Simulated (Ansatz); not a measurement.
# Au(111) with 4 layers of random Au-Ag, 2x2: scattering by chemical disorder

How strongly does chemical disorder scatter in Au(111) with 4 layers of random Au-Ag, 2x2?

Program: Ansatz 0.2.0. Level of theory: Ansatz plane-wave DFT, PBE, PAW files; ballistic transport by layer matching (Landauer), zero bias; PAW set soft_1. Results are calculated unless marked as measured.

**1. Set-up**

The cell holds 40 atoms: 36 Au and 4 Ag. Its edges and angles: a = 5.768 Å, b = 5.768 Å, c = 23.605 Å, α = 93.5°, β = 86.5°, γ = 120.0°. It derives from Au. Regions: lead, 24 atoms (24 Au); scattering region, 16 atoms (4 Ag and 12 Au). The structure is stacked along c, and the current runs across the ab planes.

**2. With 4 alloy layers**

In 4 layers a share of 0.25 of the sites is given to Ag at random. The layers about the cell's end stay perfect and serve as the lead. Disorder leaves little or no symmetry, which makes such runs dear. Energies from -0.05 to 0.05 eV in steps of 0.05 eV are too few for the program's thermal sum, so it prints no conductance; for a metal the transmission near the Fermi level serves, at a fraction of the cost.

File input.yaml:

```yaml
crystal:
  lattice:
    - [5.7675164607, 0.0, 0.0]
    - [-2.8837582304, 4.9948157718, 0.0]
    - [1.4418791152, -0.8324692953, 23.5457873532]
  atoms:
    - { symbol: Au, position: [0.9916666667, 0.0083333333, 0.05] }
    - { symbol: Au, position: [0.9916666667, 0.5083333333, 0.05] }
    - { symbol: Au, position: [0.4916666667, 0.0083333333, 0.05] }
    - { symbol: Au, position: [0.4916666667, 0.5083333333, 0.05] }
    - { symbol: Au, position: [0.1416666667, 0.3583333333, 0.15] }
    - { symbol: Au, position: [0.1416666667, 0.8583333333, 0.15] }
    - { symbol: Au, position: [0.6416666667, 0.3583333333, 0.15] }
    - { symbol: Au, position: [0.6416666667, 0.8583333333, 0.15] }
    - { symbol: Au, position: [0.2916666667, 0.2083333333, 0.25] }
    - { symbol: Au, position: [0.2916666667, 0.7083333333, 0.25] }
    - { symbol: Au, position: [0.7916666667, 0.2083333333, 0.25] }
    - { symbol: Au, position: [0.7916666667, 0.7083333333, 0.25] }
    - { symbol: Ag, position: [0.9416666667, 0.0583333333, 0.35] }
    - { symbol: Au, position: [0.9416666667, 0.5583333333, 0.35] }
    - { symbol: Au, position: [0.4416666667, 0.0583333333, 0.35] }
    - { symbol: Au, position: [0.4416666667, 0.5583333333, 0.35] }
    - { symbol: Au, position: [0.0916666667, 0.4083333333, 0.45] }
    - { symbol: Au, position: [0.0916666667, 0.9083333333, 0.45] }
    - { symbol: Ag, position: [0.5916666667, 0.4083333333, 0.45] }
    - { symbol: Au, position: [0.5916666667, 0.9083333333, 0.45] }
    - { symbol: Au, position: [0.2416666667, 0.2583333333, 0.55] }
    - { symbol: Au, position: [0.2416666667, 0.7583333333, 0.55] }
    - { symbol: Au, position: [0.7416666667, 0.2583333333, 0.55] }
    - { symbol: Au, position: [0.7416666667, 0.7583333333, 0.55] }
    - { symbol: Ag, position: [0.8916666667, 0.1083333333, 0.65] }
    - { symbol: Au, position: [0.8916666667, 0.6083333333, 0.65] }
    - { symbol: Au, position: [0.3916666667, 0.1083333333, 0.65] }
    - { symbol: Ag, position: [0.3916666667, 0.6083333333, 0.65] }
    - { symbol: Au, position: [0.0416666667, 0.4583333333, 0.75] }
    - { symbol: Au, position: [0.0416666667, 0.9583333333, 0.75] }
    - { symbol: Au, position: [0.5416666667, 0.4583333333, 0.75] }
    - { symbol: Au, position: [0.5416666667, 0.9583333333, 0.75] }
    - { symbol: Au, position: [0.1916666667, 0.3083333333, 0.85] }
    - { symbol: Au, position: [0.1916666667, 0.8083333333, 0.85] }
    - { symbol: Au, position: [0.6916666667, 0.3083333333, 0.85] }
    - { symbol: Au, position: [0.6916666667, 0.8083333333, 0.85] }
    - { symbol: Au, position: [0.8416666667, 0.1583333333, 0.95] }
    - { symbol: Au, position: [0.8416666667, 0.6583333333, 0.95] }
    - { symbol: Au, position: [0.3416666667, 0.1583333333, 0.95] }
    - { symbol: Au, position: [0.3416666667, 0.6583333333, 0.95] }
kpoints:
  mp_grid: { grid: [5, 5, 1] }
hamiltonian:
  xc: pbe
  pseudopotentials: { kind: paw, azcp: { folder: soft_1 } }
scf:
  occupations: { method: fermi_dirac, width: 0.1 }
output:
  transmission:
    leads: [[0, 4]]
    kmesh: [10, 10]
    e_range: [-0.05, 0.05]
    de: 0.05
  write_potential: true
  write_density: true
  volumetric_format: npy
```

On the command line:

```bash
> ansatz run input.yaml --threads 4 --pin off --max-ram 15360MiB --backend cpu --events-out ev --progress --plain --runs-dir out
```

Numbers of over 12 decimals in the logs are rounded to 6 here.

What it wrote:

```text
Engine: ansatz 0.2.0, aarch64-unknown-linux-gnu
Pseudopotentials: kind: paw
Pseudopotential: Au, paw, valence charge 19, recommended cutoff 420 eV (normal), soft_1/Au.paw.azcp
Pseudopotential: Ag, paw, valence charge 19, recommended cutoff 420 eV (normal), soft_1/Ag.paw.azcp
Functional definition: PBE
  parameter kappa = 0.804
  parameter beta = 0.066725
  exchange = pbe_x(kappa = kappa, mu = beta*pi^2/3)
  correlation = pbe_c(beta = beta)
Crystal: 40 atoms, lattice volume = 678.300 Å³
Basis set: ecut = 420 eV, 13321 PW (Γ)
Bands: 456, of which v1, the nominal top of the filled ones, is band 380 counted from 1 (379 counted from 0)
Symmetry: 2 space group operations
Space group: Cm (ITA 8), of the structure as read, at distance tolerance 8.8e-5 Å
k-points: 9 of 25 (time reversal used)
Non-local potential: Au, projectors of the file, l = 0: 3, l = 1: 2, l = 2: 2, l = 3: 1
Non-local potential: Ag, projectors of the file, l = 0: 3, l = 1: 2, l = 2: 2, l = 3: 1
PAW form: soft (Blöchl's): semilocal exchange-correlation on the pseudo side does not see the compensation charge
PAW one-centre angular grid: Au, 590 points (default); XC on 64 Gauss nodes
PAW one-centre angular grid: Ag, 590 points (default); XC on 64 Gauss nodes
Initial density: superposition of atomic densities (chi_scale 0.1, normalization cell, long waves of neutral atoms (reshape's long-wave potential 6.82 eV rms, cloud 2.81 Å wide))
Initial wavefunctions: pseudopotential atomic-orbital guess
Functional: x = pbe(κ = 0.804, μ = 0.219515), c = pbe(β = 0.066725)
SCF iter   1: F=—  HF=-503831.097935 eV  |F-HF|=—  |Δ(HF+E_count)|=         —  Δρ=9.53e-2  dr2=1.26e2  ethr=3.10e-3  ⟨swp⟩=4.0  Hψ=12237  notcnv=0  defer=145
preconditioner: auto → Kerker (q_TF=auto, 2.781 Å⁻¹)  [metal: Δε(μ)=0.011 eV  Ē_g=10.274 eV  σ=0.100 eV  W_gap=0.03  n_scr=260 (ndim 8)  ℏωp=29.9 eV  f_vac=0.000  D(μ)=16.14/eV (n_scr^D=90)]
SCF iter   2: F=—  HF=-503813.794658 eV  |F-HF|=—  |Δ(HF+E_count)|=    1.73e1  Δρ=4.77e-2  dr2=4.91e1  ethr=3.10e-3  ⟨swp⟩=2.3  Hψ=7153  notcnv=0  defer=475
SCF iter   3: F=—  HF=-503806.221217 eV  |F-HF|=—  |Δ(HF+E_count)|=    7.57e0  Δρ=1.08e-2  dr2=6.41e0  ethr=3.10e-3  ⟨swp⟩=2.2  Hψ=5938  notcnv=0  defer=491
SCF iter   4: F=—  HF=-503805.649031 eV  |F-HF|=—  |Δ(HF+E_count)|=   5.72e-1  Δρ=4.22e-3  dr2=8.61e-1  ethr=8.43e-4  ⟨swp⟩=2.1  Hψ=4804  notcnv=0  defer=491
SCF iter   5: F=—  HF=-503805.572767 eV  |F-HF|=—  |Δ(HF+E_count)|=   7.63e-2  Δρ=1.83e-3  dr2=1.69e-1  ethr=1.13e-4  ⟨swp⟩=2.0  Hψ=5471  notcnv=0  defer=491
SCF iter   6: F=—  HF=-503805.565738 eV  |F-HF|=—  |Δ(HF+E_count)|=   7.03e-3  Δρ=6.17e-4  dr2=1.54e-2  ethr=2.22e-5  ⟨swp⟩=1.8  Hψ=3821  notcnv=0  defer=491
SCF iter   7: F=—  HF=-503805.565667 eV  |F-HF|=—  |Δ(HF+E_count)|=   7.14e-5  Δρ=1.82e-4  dr2=2.81e-3  ethr=2.03e-6  ⟨swp⟩=1.0  Hψ=3612  notcnv=0  defer=491
SCF iter   8: F=—  HF=-503805.565546 eV  |F-HF|=—  |Δ(HF+E_count)|=   1.21e-4  Δρ=6.54e-5  dr2=2.74e-4  ethr=3.70e-7  ⟨swp⟩=1.1  Hψ=3613  notcnv=0  defer=491
SCF iter   9: F=—  HF=-503805.565583 eV  |F-HF|=—  |Δ(HF+E_count)|=   3.76e-5  Δρ=2.35e-5  dr2=2.85e-5  ethr=3.61e-8  ⟨swp⟩=1.0  Hψ=3612  notcnv=0  defer=491
SCF iter  10: F=—  HF=-503805.565770 eV  |F-HF|=—  |Δ(HF+E_count)|=   1.87e-4  Δρ=1.05e-5  dr2=1.39e-6  ethr=3.75e-9  ⟨swp⟩=1.8  Hψ=4222  notcnv=0  defer=492
SCF iter  11: F=—  HF=-503805.565770 eV  |F-HF|=—  |Δ(HF+E_count)|=   1.00e-7  Δρ=4.91e-6  dr2=4.88e-7  ethr=1.83e-10  ⟨swp⟩=2.0  Hψ=6715  notcnv=0  defer=492
SCF iter  12: F=-503805.565770 eV  HF=-503805.565770 eV  |F-HF|=9.41e-8  |Δ(HF+E_count)|=   3.50e-8  Δρ=1.45e-6  dr2=9.87e-8  ethr=1.32e-11  ⟨swp⟩=9.2  Hψ=20176  notcnv=0
SCF 1 converged in 12 iterations: F = -503805.565770 eV  dr2 = 9.87e-8
  greatest PAW one-centre occupation: 1.001 electrons in one spin orbital (limit 2), on the Ag atom at site 27 (counted from 0), in its partial waves of l = 0
transmission: 99 of 930 steps passed
transmission: 189 of 930 steps passed
[...]
transmission: 930 of 930 steps passed
SCF converged after 12 iterations
Free energy (F): -503805.565770 eV
Harris-Foulkes:  -503805.565770 eV  (|F-HF|=9.41e-8)
Internal energy: -503805.097100 eV  (E = F + TS)
E sigma→0 (E₀):  -503805.331435 eV
Entropy (-TS):   -0.468669 eV (-11.717 meV/atom)
Fermi energy:    20.383875 eV
--- Per-component energies (eV) ---
  E_band       = -8350.663267
  E_kinetic    = 22695.180112
  E_local      = -69227.978095  (includes V_loc(G=0)·N_el)
  E_nonlocal   = 3654.328392
  E_hartree    = 30509.988343
  E_xc         = -8398.140476
  E_vxc        = -10233.889676  (∫ρ·V_xc dr)
  E_paw        = -366158.208916  (= ΣΔE_a)
  E_vpaw       = -16258.337625  (= ΣTr[D̂ρ^β])
  E_aug_tail   = 0.063215  (compensation charges beyond the density's cutoff)
  E_ewald      = -116880.329676
  E_smearing   = -0.468669  (= −TS)
  E_closure    = -0.000000  (closes the sum)
  Σ components = -503805.565770   (vs F -503805.565770, Δ=0.00e0)
--- Band table (eV; the first three rows and the last of 9) ---
  k-point 0: bands = [... 376 lower, 20.4264, 20.8470, 20.8634, 20.9271, 20.9445, 21.1815, 21.2518, 21.3211, ... 72 higher]
  k-point 1: bands = [... 376 lower, 19.9804, 20.0870, 20.1463, 20.2967, 20.4083, 20.5128, 20.6246, 20.7100, ... 72 higher]
  k-point 2: bands = [... 376 lower, 20.1396, 20.1612, 20.2101, 20.2659, 20.3332, 20.4613, 20.5177, 20.7395, ... 72 higher]
  k-point 8: bands = [... 376 lower, 20.1064, 20.1539, 20.1761, 20.2308, 20.3979, 20.6631, 20.6676, 20.6984, ... 72 higher]
--- Transmission ---
  basis      : 253 plane waves across, 30 finite elements along
  points     : 31, standing for a mesh of 10 x 10
  energies   : 3 from -0.050000 to 0.050000 eV about the Fermi level, 0.050000 eV apart; the leads are filled to 0.000000 eV, and channels, transmission and decay are at 0.000000 eV
  crystal 0  : Au4, at the sites [0, 4], period 2.3546 Å, over 14.13 Å; its Hamiltonian steps by up to 4.4 meV
    offset         : up to 0.0000 Å between an atom of the period and one for which it stands
    channels       : 3.210000e0 a spin
    conductance    : none, the energies end too early or step too widely for 300 K: set another output.transmission.e_range or a lower de, or, where they end at an eighth of basis.ecutwfc, a higher one
  junction   : crystal 0 to crystal 0, 0.70 to 21.89 Å
    transmission   : 3.097634e0 a spin
    conductance    : none, the energies end too early or step too widely for 300 K: set another output.transmission.e_range or a lower de, or, where they end at an eighth of basis.ecutwfc, a higher one
```

Wall time 8.3 min (4 threads of Arm Neoverse V2, shared host); peak memory 6 GiB; 29 min of CPU time.

In the SCF lines HF is the Harris–Foulkes energy and dr2 the Hartree energy of the density residual, in eV; the loop may stop once dr2 is under the threshold and the program's other checks hold. Hψ counts applications of the Hamiltonian.

Numbers from this step:

```yaml
free_energy: -503805.5658 eV
energy_at_zero_smearing: -503805.3314 eV
fermi_energy: 20.38 eV
cell_area: 28.81 Å²
transmission_per_spin_nearest_the_fermi_level: 3.098
open_channels_per_spin_nearest_the_fermi_level: 3.21
step_of_the_lead_s_potential: 4.4 meV
```

Per spin. Table of transmission, zone mean by energy, zero at the Fermi level:

```csv
energy (eV),"transmission, zone mean"
-0.0500,3.09
0.0000,3.10
0.0500,3.10
```

Per spin. The open channels, zone mean, lead stays at 3.21 for energy from -0.05 to 0.05 eV.

Transmission over k1 and k2. At 0.0000 eV from the Fermi level.

Ten even steps from '0' (2.87) to '9' (3.78):
```
0800090000
0090090000
0009090000
0000100000
9999010999
0000001000
0000090900
0000090090
0000090008
8000090000
```
Columns: k1 (b1) from -0.5 to 0.4; rows upwards: k2 (b2) from -0.5 to 0.4.

Open channels over k1 and k2. At 0.0000 eV from the Fermi level.

Ten even steps from '0' (3.00) to '9' (4.00):
```
0900090000
0090090000
0009090000
0000000000
9999000999
0000000000
0000090900
0000090090
0000090009
9000090000
```
Columns: k1 (b1) from -0.5 to 0.4; rows upwards: k2 (b2) from -0.5 to 0.4.

Over the solved energies the transmission per spin lies between 3.09 and 3.10, out of 3.21 channels of the lead on average (up to 3.21).

**3. With 8 alloy layers**

In 8 layers a share of 0.25 of the sites is given to Ag at random. A fresh draw is used; the growth of the resistance with length is what counts.

System of this step: Au(111) with 8 layers of random Au-Ag, 2x2. The cell holds 56 atoms: 48 Au and 8 Ag. Its edges and angles: a = 5.768 Å, b = 5.768 Å, c = 33.006 Å, α = 87.5°, β = 92.5°, γ = 120.0°. It derives from Au. Regions: lead, 24 atoms (24 Au); scattering region, 32 atoms (24 Au and 8 Ag). The structure is stacked along c, and the current runs across the ab planes.

File input.yaml:

```yaml
crystal:
  lattice:
    - [5.7675164607, 0.0, 0.0]
    - [-2.8837582304, 4.9948157718, 0.0]
    - [-1.4418791152, 0.8324692953, 32.9641022945]
  atoms:
    - { symbol: Au, position: [0.005952381, 0.994047619, 0.0357142857] }
    - { symbol: Au, position: [0.005952381, 0.494047619, 0.0357142857] }
    - { symbol: Au, position: [0.505952381, 0.994047619, 0.0357142857] }
    - { symbol: Au, position: [0.505952381, 0.494047619, 0.0357142857] }
    - { symbol: Au, position: [0.1845238095, 0.3154761905, 0.1071428571] }
    - { symbol: Au, position: [0.1845238095, 0.8154761905, 0.1071428571] }
    - { symbol: Au, position: [0.6845238095, 0.3154761905, 0.1071428571] }
    - { symbol: Au, position: [0.6845238095, 0.8154761905, 0.1071428571] }
    - { symbol: Au, position: [0.3630952381, 0.1369047619, 0.1785714286] }
    - { symbol: Au, position: [0.3630952381, 0.6369047619, 0.1785714286] }
    - { symbol: Au, position: [0.8630952381, 0.1369047619, 0.1785714286] }
    - { symbol: Au, position: [0.8630952381, 0.6369047619, 0.1785714286] }
    - { symbol: Au, position: [0.0416666667, 0.9583333333, 0.25] }
    - { symbol: Au, position: [0.0416666667, 0.4583333333, 0.25] }
    - { symbol: Au, position: [0.5416666667, 0.9583333333, 0.25] }
    - { symbol: Au, position: [0.5416666667, 0.4583333333, 0.25] }
    - { symbol: Au, position: [0.2202380952, 0.2797619048, 0.3214285714] }
    - { symbol: Au, position: [0.2202380952, 0.7797619048, 0.3214285714] }
    - { symbol: Au, position: [0.7202380952, 0.2797619048, 0.3214285714] }
    - { symbol: Au, position: [0.7202380952, 0.7797619048, 0.3214285714] }
    - { symbol: Au, position: [0.3988095238, 0.1011904762, 0.3928571429] }
    - { symbol: Ag, position: [0.3988095238, 0.6011904762, 0.3928571429] }
    - { symbol: Au, position: [0.8988095238, 0.1011904762, 0.3928571429] }
    - { symbol: Au, position: [0.8988095238, 0.6011904762, 0.3928571429] }
    - { symbol: Ag, position: [0.0773809524, 0.9226190476, 0.4642857143] }
    - { symbol: Au, position: [0.0773809524, 0.4226190476, 0.4642857143] }
    - { symbol: Au, position: [0.5773809524, 0.9226190476, 0.4642857143] }
    - { symbol: Ag, position: [0.5773809524, 0.4226190476, 0.4642857143] }
    - { symbol: Ag, position: [0.255952381, 0.244047619, 0.5357142857] }
    - { symbol: Au, position: [0.255952381, 0.744047619, 0.5357142857] }
    - { symbol: Au, position: [0.755952381, 0.244047619, 0.5357142857] }
    - { symbol: Au, position: [0.755952381, 0.744047619, 0.5357142857] }
    - { symbol: Au, position: [0.4345238095, 0.0654761905, 0.6071428571] }
    - { symbol: Au, position: [0.4345238095, 0.5654761905, 0.6071428571] }
    - { symbol: Au, position: [0.9345238095, 0.0654761905, 0.6071428571] }
    - { symbol: Au, position: [0.9345238095, 0.5654761905, 0.6071428571] }
    - { symbol: Au, position: [0.1130952381, 0.8869047619, 0.6785714286] }
    - { symbol: Ag, position: [0.1130952381, 0.3869047619, 0.6785714286] }
    - { symbol: Au, position: [0.6130952381, 0.8869047619, 0.6785714286] }
    - { symbol: Au, position: [0.6130952381, 0.3869047619, 0.6785714286] }
    - { symbol: Ag, position: [0.2916666667, 0.2083333333, 0.75] }
    - { symbol: Au, position: [0.2916666667, 0.7083333333, 0.75] }
    - { symbol: Ag, position: [0.7916666667, 0.2083333333, 0.75] }
    - { symbol: Ag, position: [0.7916666667, 0.7083333333, 0.75] }
    - { symbol: Au, position: [0.4702380952, 0.0297619048, 0.8214285714] }
    - { symbol: Au, position: [0.4702380952, 0.5297619048, 0.8214285714] }
    - { symbol: Au, position: [0.9702380952, 0.0297619048, 0.8214285714] }
    - { symbol: Au, position: [0.9702380952, 0.5297619048, 0.8214285714] }
    - { symbol: Au, position: [0.1488095238, 0.8511904762, 0.8928571429] }
    - { symbol: Au, position: [0.1488095238, 0.3511904762, 0.8928571429] }
    - { symbol: Au, position: [0.6488095238, 0.8511904762, 0.8928571429] }
    - { symbol: Au, position: [0.6488095238, 0.3511904762, 0.8928571429] }
    - { symbol: Au, position: [0.3273809524, 0.1726190476, 0.9642857143] }
    - { symbol: Au, position: [0.3273809524, 0.6726190476, 0.9642857143] }
    - { symbol: Au, position: [0.8273809524, 0.1726190476, 0.9642857143] }
    - { symbol: Au, position: [0.8273809524, 0.6726190476, 0.9642857143] }
kpoints:
  mp_grid: { grid: [5, 5, 1] }
hamiltonian:
  xc: pbe
  pseudopotentials: { kind: paw, azcp: { folder: soft_1 } }
scf:
  occupations: { method: fermi_dirac, width: 0.1 }
output:
  transmission:
    leads: [[0, 4]]
    kmesh: [10, 10]
    e_range: [-0.05, 0.05]
    de: 0.05
  write_potential: true
  write_density: true
  volumetric_format: npy
```

What it wrote:

```text
[...]
Crystal: 56 atoms, lattice volume = 949.619 Å³
Basis set: ecut = 420 eV, 18659 PW (Γ)
Bands: 639, of which v1, the nominal top of the filled ones, is band 532 counted from 1 (531 counted from 0)
Symmetry: 1 space group operations
[...]
k-points: 13 of 25 (time reversal used)
[...]
SCF iter   1: F=—  HF=-692030.418614 eV  |F-HF|=—  |Δ(HF+E_count)|=         —  Δρ=1.07e-1  dr2=2.91e2  ethr=3.10e-3  ⟨swp⟩=4.0  Hψ=24834  notcnv=0  defer=425
[...]
SCF iter  14: F=-691982.550594 eV  HF=-691982.550594 eV  |F-HF|=1.12e-8  |Δ(HF+E_count)|=   1.98e-9  Δρ=3.28e-7  dr2=1.20e-8  ethr=9.40e-12  ⟨swp⟩=2.0  Hψ=14142  notcnv=0
SCF 1 converged in 14 iterations: F = -691982.550594 eV  dr2 = 1.20e-8
[...]
transmission: 226 of 2236 steps passed
transmission: 448 of 2236 steps passed
[...]
transmission: 2236 of 2236 steps passed
SCF converged after 14 iterations
Free energy (F): -691982.550594 eV
[...]
Internal energy: -691981.906659 eV  (E = F + TS)
E sigma→0 (E₀):  -691982.228626 eV
Entropy (-TS):   -0.643935 eV (-11.499 meV/atom)
Fermi energy:    20.228819 eV
[...]
--- Band table (eV; the first three rows and the last of 13) ---
  k-point 0: bands = [... 528 lower, 20.4166, 20.6422, 20.7490, 20.9144, 20.9460, 20.9657, 20.9880, 21.1100, ... 103 higher]
  k-point 1: bands = [... 528 lower, 19.9070, 19.9889, 20.0989, 20.2022, 20.2530, 20.2956, 20.3524, 20.4213, ... 103 higher]
  k-point 2: bands = [... 528 lower, 19.9808, 20.0340, 20.0407, 20.1297, 20.2172, 20.2637, 20.3718, 20.4972, ... 103 higher]
  k-point 12: bands = [... 528 lower, 19.4020, 19.4487, 19.6773, 20.2911, 20.4864, 20.6710, 20.7282, 20.8094, ... 103 higher]
--- Transmission ---
  basis      : 253 plane waves across, 43 finite elements along
  points     : 52, standing for a mesh of 10 x 10
[...]
channels       : 3.210000e0 a spin
[...]
junction   : crystal 0 to crystal 0, 3.05 to 33.66 Å
    transmission   : 2.925132e0 a spin
[...]
```

The job ended after 22 min (4 threads; peak memory 8.1 GiB).

Numbers from this step:

```yaml
free_energy: -691982.5506 eV
energy_at_zero_smearing: -691982.2286 eV
fermi_energy: 20.23 eV
transmission_per_spin_nearest_the_fermi_level: 2.925
step_of_the_lead_s_potential: 2.2 meV
```

Per spin. Table of transmission, zone mean by energy, zero at the Fermi level:

```csv
energy (eV),"transmission, zone mean"
-0.0500,2.92
0.0000,2.93
0.0500,2.93
```

Over the solved energies the transmission per spin lies between 2.92 and 2.93, out of 3.21 channels of the lead on average (up to 3.21).

[end of part 1 of 2]

[Logs are printed without paths, hosts, clocks, repeated set-up lines and the standing remarks that a program may print on its own settings, such as how far it seeks lower states.]

[Hosts, paths, dates, database ids (printed as entryN), source tags and the programs' standing remarks are cut or masked in the printed files.]
